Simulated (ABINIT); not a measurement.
# TaN (Pm-3m) in ABINIT: reference runs

Reference runs on TaN: the cell as given and a disturbed copy.

Program: ABINIT 10.8.3 (patched build). These are calculated values, not measurements. Logs are shortened: lines on timing, memory, paths and dates and some standing lists are left out, and cuts for length are marked. The log counts tension as positive stress, the text compression.

### Step 1. The structure

It takes space group Pm-3m (No. 221, cubic). The conventional cell has a = 2.732 Å, b = 2.732 Å, c = 2.732 Å, α = 90.00°, β = 90.00°, γ = 90.00°. Ta (site symmetry m-3m) is surrounded by 8 N at 2.37 Å. N (site symmetry m-3m) has 8 Ta at 2.37 Å as nearest neighbours.

The cell comes from a database or a generator and needn't be the stable form of this composition.

### Step 2. Single point, PBE

File run.abi:

```
pp_dirpath "./"
pseudos "Ta.GGA_PBE-JTH.xml, N.GGA_PBE-JTH.xml"

acell 3*1.0
rprim
     5.1633132223     0.0000000000     0.0000000000
     0.0000000000     5.1633132223     0.0000000000
     0.0000000000     0.0000000000     5.1633132223
ntypat 2
znucl 73 7
natom 2
typat 1 2
xred
     0.0000000000     0.0000000000     0.0000000000
     0.5000000000     0.5000000000     0.5000000000

ecut 707.496042 eV
pawecutdg 48.0
pawxcdev 0

kptopt 1
ngkpt 10 10 10
nshiftk 1
shiftk 0.0 0.0 0.0

ixc 11

nband 13
occopt 3
tsmear 0.00183747

nstep 100
tolvrs 1.0e-9

iomode 3
prtwf 0
prteig 0
prtebands 0
enunit 1
prtden 1
prtvha 1
prtvclmb 1
prtpot 1
```

Potentials or basis: JTH PAW PBE v2.0.

Started as:

```
> abinit run.abi > log 2>&1
```

run.abo:

```text
.Version 10.8.3 of ABINIT
 Symmetries : space group Pm -3 m (#221); Bravais cP (primitive cubic)
================================================================================
 Values of the parameters that define the memory need of the present run
     intxc =       0    ionmov =       0      iscf =      17    lmnmax =      18
     lnmax =       6     mgfft =      24  mpssoang =       3    mqgrid =    3001
     natom =       2  nloc_mem =       2    nspden =       1   nspinor =       1
    nsppol =       1      nsym =      48    n1xccc =       1    ntypat =       2
    occopt =       3   xclevel =       2
       mpw =         892          nfft =       13824          nkpt =          56
 PAW method is used; the additional fine FFT grid is defined by:
   mgfftf=        36    nfftf =     46656
================================================================================
================================================================================

--------------------------------------------------------------------------------
------------- Echo of variables that govern the present computation ------------
--------------------------------------------------------------------------------
 -outvars: echo values of preprocessed input variables --------
            acell      1.0000000000E+00  1.0000000000E+00  1.0000000000E+00 Bohr
              amu      1.80947900E+02  1.40067400E+01
             ecut      2.60000000E+01 Hartree
           enunit           1
                       outvar_i_n : Printing only first  50 k-points.
              ixc          11
                       outvar_i_n : Printing only first  50 k-points.
         kptrlatt       10    0    0      0   10    0      0    0   10
          kptrlen      5.16331322E+01
            natom           2
            nband          13
            ngfft          24      24      24
          ngfftdg          36      36      36
             nkpt          56
            nstep         100
             nsym          48
           ntypat           2
                       prtocc : prtvol=0, do not print more k-points.
           occopt           3
        pawecutdg      4.80000000E+01 Hartree
         pawxcdev           0
        prtebands           0
           prteig           0
           prtpot           1
         prtvclmb           1
           prtvha           1
            prtwf           0
            rprim      5.1633132223E+00  0.0000000000E+00  0.0000000000E+00
                       0.0000000000E+00  5.1633132223E+00  0.0000000000E+00
                       0.0000000000E+00  0.0000000000E+00  5.1633132223E+00
          spgroup         221
           tolvrs      1.00000000E-09
           tsmear      1.83747000E-03 Hartree
            typat      1  2
           useylm           1
                       outvars : Printing only first  50 k-points.
           xangst      0.0000000000E+00  0.0000000000E+00  0.0000000000E+00
                       1.3661538441E+00  1.3661538441E+00  1.3661538441E+00
            xcart      0.0000000000E+00  0.0000000000E+00  0.0000000000E+00
                       2.5816566111E+00  2.5816566111E+00  2.5816566111E+00
             xred      0.0000000000E+00  0.0000000000E+00  0.0000000000E+00
                       5.0000000000E-01  5.0000000000E-01  5.0000000000E-01
            znucl       73.00000    7.00000

================================================================================

 chkinp: Checking input parameters for consistency.

================================================================================
== DATASET  1 ==================================================================

--- !DatasetInfo
iteration_state: {dtset: 1, }
dimensions: {natom: 2, nkpt: 56, mband: 13, nsppol: 1, nspinor: 1, nspden: 1, mpw: 892, }
cutoff_energies: {ecut:  26.0, pawecutdg:  48.0, }
electrons: {nelect:   1.80000000E+01, charge:   0.00000000E+00, occopt:   3.00000000E+00, tsmear:   1.83747000E-03, }
meta: {optdriver: 0, ionmov: 0, optcell: 0, iscf: 17, paral_kgb: 0, }
...

 Exchange-correlation functional for the present dataset will be:
  GGA: Perdew-Burke-Ernzerhof functional - ixc=11
  J.P.Perdew, K.Burke, M.Ernzerhof, PRL 77, 3865 (1996)

 Real(R)+Recip(G) space primitive vectors, cartesian coordinates (Bohr,Bohr^-1):
 R(1)=  5.1633132  0.0000000  0.0000000  G(1)=  0.1936741  0.0000000  0.0000000
 R(2)=  0.0000000  5.1633132  0.0000000  G(2)=  0.0000000  0.1936741  0.0000000
 R(3)=  0.0000000  0.0000000  5.1633132  G(3)=  0.0000000  0.0000000  0.1936741
 Unit cell volume ucvol=  1.3765292E+02 bohr^3
 Angles (23,13,12)=  9.00000000E+01  9.00000000E+01  9.00000000E+01 degrees

 Coarse grid specifications (used for wave-functions):

 getcut: wavevector=  0.0000  0.0000  0.0000  ngfft=  24  24  24
         ecut(hartree)=     26.000   => boxcut(ratio)=   2.02503

 Fine grid specifications (used for densities):

 getcut: wavevector=  0.0000  0.0000  0.0000  ngfft=  36  36  36
[... 53 lines left out ...]
 ETOT 17  -69.027601579359     1.794E-10 1.871E-05 2.144E-08
 ETOT 18  -69.027601579337     2.179E-11 2.072E-05 2.026E-09
 ETOT 19  -69.027601579335     2.132E-12 1.235E-05 1.922E-10

 At SCF step   19       nres2   =  1.92E-10 < tolvrs=  1.00E-09 =>converged.

 Cartesian components of stress tensor (hartree/bohr^3)
  sigma(1 1)= -1.91078855E-04  sigma(3 2)=  0.00000000E+00
  sigma(2 2)= -1.91078855E-04  sigma(3 1)=  0.00000000E+00
  sigma(3 3)= -1.91078855E-04  sigma(2 1)=  0.00000000E+00

--- !ResultsGS
iteration_state: {dtset: 1, }
comment   : Summary of ground state results
lattice_vectors:
- [  5.1633132,   0.0000000,   0.0000000, ]
- [  0.0000000,   5.1633132,   0.0000000, ]
- [  0.0000000,   0.0000000,   5.1633132, ]
lattice_lengths: [   5.16331,    5.16331,    5.16331, ]
lattice_angles: [ 90.000,  90.000,  90.000, ] # degrees, (23, 13, 12)
lattice_volume:   1.3765292E+02
convergence: {deltae:  2.132E-12, res2:  1.922E-10, residm:  1.235E-05, diffor: null, }
etotal    :  -6.90276016E+01
entropy   :   0.00000000E+00
fermie    :   2.24091352E-01
cartesian_stress_tensor: # hartree/bohr^3
- [ -1.91078855E-04,   0.00000000E+00,   0.00000000E+00, ]
- [  0.00000000E+00,  -1.91078855E-04,   0.00000000E+00, ]
- [  0.00000000E+00,   0.00000000E+00,  -1.91078855E-04, ]
pressure_GPa:   5.6217E+00
xred      :
- [  0.0000E+00,   0.0000E+00,   0.0000E+00, Ta]
- [  5.0000E-01,   5.0000E-01,   5.0000E-01,  N]
cartesian_forces: # hartree/bohr
- [ -0.00000000E+00,  -0.00000000E+00,  -0.00000000E+00, ]
- [ -0.00000000E+00,  -0.00000000E+00,  -0.00000000E+00, ]
force_length_stats: {min:   0.00000000E+00, max:   0.00000000E+00, mean:   0.00000000E+00, }
...

 Integrated electronic density in atomic spheres:
 ------------------------------------------------
 Atom  Sphere_radius  Integrated_density
    1        2.41973         10.79216354
    2        1.20497          2.55346568

================================================================================

 ----iterations are completed or convergence reached----

 Mean square residual over all n,k,spin=   47.975E-09; max=  12.355E-06
 reduced coordinates (array xred) for    2 atoms
       0.000000000000      0.000000000000      0.000000000000
       0.500000000000      0.500000000000      0.500000000000
 rms dE/dt=  0.0000E+00; max dE/dt=  0.0000E+00; dE/dt below (all hartree)
    1       0.000000000000      0.000000000000      0.000000000000
    2       0.000000000000      0.000000000000      0.000000000000

 cartesian coordinates (angstrom) at end:
    1      0.00000000000000     0.00000000000000     0.00000000000000
    2      1.36615384407083     1.36615384407083     1.36615384407083

 cartesian forces (hartree/bohr) at end:
    1     -0.00000000000000    -0.00000000000000    -0.00000000000000
    2     -0.00000000000000    -0.00000000000000    -0.00000000000000
 frms,max,avg= 0.0000000E+00 0.0000000E+00   0.000E+00  0.000E+00  0.000E+00 h/b

 cartesian forces (eV/Angstrom) at end:
    1     -0.00000000000000    -0.00000000000000    -0.00000000000000
    2     -0.00000000000000    -0.00000000000000    -0.00000000000000
 frms,max,avg= 0.0000000E+00 0.0000000E+00   0.000E+00  0.000E+00  0.000E+00 e/A
 length scales=  1.000000000000  1.000000000000  1.000000000000 bohr
              =  0.529177210544  0.529177210544  0.529177210544 angstroms
 Fermi (or HOMO) energy (eV) =   6.09784   Average Vxc (eV)= -13.69381
 Eigenvalues (   eV  ) for nkpt=  56  k points:
 kpt#   1, nband= 13, wtk=  0.00100, kpt=  0.0000  0.0000  0.0000 (reduced coord)
 -63.15187  -29.13256  -29.13256  -29.13256  -12.36581    1.16814    1.16814    3.33616
   3.33616    3.33616    8.51516   10.04550   10.04550
 prteigrs : prtvol=0 or 1, do not print more k-points.

--- !EnergyTerms
iteration_state     : {dtset: 1, }
comment             : Components of total free energy in Hartree
kinetic             :  1.20863876530612E+01
hartree             :  7.29473299026089E+00
xc                  : -1.09400288907806E+01
Ewald energy        : -6.33979926198688E+01
psp_core            :  1.04614104578985E+01
local_psp           : -9.41706815227418E+00
PAW spherical_terms : -1.51150341943051E+01
internal            : -6.90275927560081E+01
'-kT*entropy'       : -5.91378117304178E-06
total_energy        : -6.90275986697893E+01
total_energy_eV     : -1.87833664903620E+03
...

--- !EnergyTermsDC
iteration_state     : {dtset: 1, }
comment             : '"Double-counting" decomposition of free energy'
band_energy         : -1.16238722481287E+01
Ewald energy        : -6.33979926198688E+01
psp_core            :  1.04614104578985E+01
xc_dc               : -1.09322128596224E+01
PAW spherical_terms :  6.46507160416781E+00
internal            : -6.90275956655536E+01
'-kT*entropy'       : -5.91378117304178E-06
total_energy_dc     : -6.90276015793348E+01
total_energy_dc_eV  : -1.87833672820897E+03
...

--- !EnergyTermsWithPAWCore
iteration_state     : {dtset: 1, }
comment             : 'Components of total free energy, including PAW core contributions'
Total energy        : -1.56597041149759E+04
Total energy DC     : -1.56597041178855E+04
Total energy (eV)   : -4.26122257170388E+05
Total energy DC (eV): -4.26122257249561E+05
...

 Cartesian components of stress tensor (hartree/bohr^3)
  sigma(1 1)= -1.91078855E-04  sigma(3 2)=  0.00000000E+00
  sigma(2 2)= -1.91078855E-04  sigma(3 1)=  0.00000000E+00
  sigma(3 3)= -1.91078855E-04  sigma(2 1)=  0.00000000E+00

-Cartesian components of stress tensor (GPa)         [Pressure=  5.6217E+00 GPa]
- sigma(1 1)= -5.62173400E+00  sigma(3 2)=  0.00000000E+00
- sigma(2 2)= -5.62173400E+00  sigma(3 1)=  0.00000000E+00
- sigma(3 3)= -5.62173400E+00  sigma(2 1)=  0.00000000E+00

== END DATASET(S) ==============================================================
================================================================================

 -outvars: echo values of variables after computation  --------
            acell      1.0000000000E+00  1.0000000000E+00  1.0000000000E+00 Bohr
           etotal     -6.9027601579E+01
            fcart     -0.0000000000E+00 -0.0000000000E+00 -0.0000000000E+00
                      -0.0000000000E+00 -0.0000000000E+00 -0.0000000000E+00
            rprim      5.1633132223E+00  0.0000000000E+00  0.0000000000E+00
                       0.0000000000E+00  5.1633132223E+00  0.0000000000E+00
                       0.0000000000E+00  0.0000000000E+00  5.1633132223E+00
           strten     -1.9107885484E-04 -1.9107885484E-04 -1.9107885484E-04
                       0.0000000000E+00  0.0000000000E+00  0.0000000000E+00
           xangst      0.0000000000E+00  0.0000000000E+00  0.0000000000E+00
                       1.3661538441E+00  1.3661538441E+00  1.3661538441E+00
             xred      0.0000000000E+00  0.0000000000E+00  0.0000000000E+00
                       5.0000000000E-01  5.0000000000E-01  5.0000000000E-01
 Calculation completed.
```

It took 28 s on 1 thread of Arm Neoverse V1, shared host; peak memory 0.12 GiB.

What came out:

```
Free energy                                           : -1878.3367 eV
Pressure                                              : 5.6 GPa
Band gap on the k mesh                                : none (metal or under the smearing width)
Valence electrons inside the program's atomic spheres : Ta 10.79; N 2.55
```

[end of part 1 of 2]
